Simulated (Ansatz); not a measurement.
ZrSe2: single point with PBE

The system is ZrSe2.

```
Zr Se
1.0
     3.79800    0.00000    0.00000
    -1.89900    3.28916    0.00000
     0.00000    0.00000    6.19200
Zr Se
1 2
Direct
  0.00000 0.00000 0.00000
  0.66667 0.33333 0.75000
  0.33333 0.66667 0.25000
```

* Program: Ansatz 0.2.0
* Task: single point
* Functional: PBE
* Potentials or basis: Ansatz PAW
* Cutoff: 420 eV (not typed: the program's choice for these potentials)
* k mesh: 8 × 8 × 5
* Occupations: gaussian, width 0.015 eV
* Spin: no spin polarisation

```json
{"Pressure": "1.9 GPa", "Largest force": "0.283 eV/Å", "Band gap on the k mesh": "0.41 eV, indirect (least direct gap 1.05 eV)"}
```

Forces in eV/Å, atoms in the order of the input:
```
Zr   0.000  0.000  0.000
Se   0.000  0.000 -0.283
Se   0.000  0.000  0.283
```

Stress tensor (GPa, compression positive):
```
1.36 0.00 0.00
0.00 1.36 0.00
0.00 0.00 3.07
```

Levels at points of the mesh, in eV from the valence-band top:
```tsv
k point	band 20	band 21	band 22	band 23	band 24	band 25
(0.00, 0.00, 0.00)	-0.05	-0.05	0.00	1.05	1.05	1.59
(0.00, -0.50, 0.00)	-2.50	-2.13	-1.36	0.57	2.52	2.86
```

It took 3.1 s on 2 threads of Intel(R) Xeon(R) Processor @ 2.70GHz (shared host), peak memory 0.42 GiB.

The gap isn't set beside the measured one, since this odd mesh misses points on the zone boundary.

Caveat: odd divisions of the mesh miss points on the zone boundary, where band edges often lie, so the gap on the mesh can be too wide; this functional lacks dispersion, which binds the layers, so the pressure and a relaxed spacing across them are unreliable.
